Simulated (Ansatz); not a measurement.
Crystal: Al.

```xyz
1
Lattice="-1.7141 1.7141 1.7141 1.7141 -1.7141 1.7141 1.7141 1.7141 -1.7141" Properties=species:S:1:pos:R:3 pbc="T T T"
Al    0.0000    0.0000    0.0000
```

This isn't the form of Al at room conditions, which is fcc.

The cell isn't the ideal one: cell stretched.

```yaml
Program: Ansatz 0.2.0
Task: relaxation of cell and atoms
Functional: revPBE
Dispersion: D3(BJ)+ATM
Potentials_or_basis: all-electron LAPW, non-relativistic
Basis_error_allowed: 0.001 eV/atom
k_mesh: 12 × 12 × 12
Occupations: cold, width 0.025 eV
Spin: collinear spin, random start
Starting_moments: "[-0.37] μB"
```

At the start: volume 20.14 Å³/atom.

Question: Where does the relaxation end?

Answer: Over 6 steps the energy falls by 195.4 meV/atom and the volume is 15.81 Å³/atom (-21.5 %); space group Im-3m (No. 229, to 0.05 Å); moment 0.00 μB per cell.

The path:
```tsv
step	energy change (eV)	largest force (eV/Å)	volume (Å³)
1	0.0000	0.0000	20.14
2	-0.1635	0.0000	17.34
3	-0.1818	0.0000	14.91
4	-0.1952	0.0000	15.84
5	-0.1952	0.0000	15.81
6	-0.1954	0.0000	15.81
```

Final structure:
```cif
data_structure
_symmetry_space_group_name_H-M 'P 1'
_symmetry_Int_Tables_number 1
_cell_length_a 2.7386
_cell_length_b 2.7386
_cell_length_c 2.7386
_cell_angle_alpha 109.471
_cell_angle_beta 109.471
_cell_angle_gamma 109.471
_cell_volume 15.81
loop_
_atom_site_label
_atom_site_type_symbol
_atom_site_fract_x
_atom_site_fract_y
_atom_site_fract_z
_atom_site_occupancy
Al1 Al 0.00000 0.00000 0.00000 1
```

Caveat: the starting moments weren't kept.
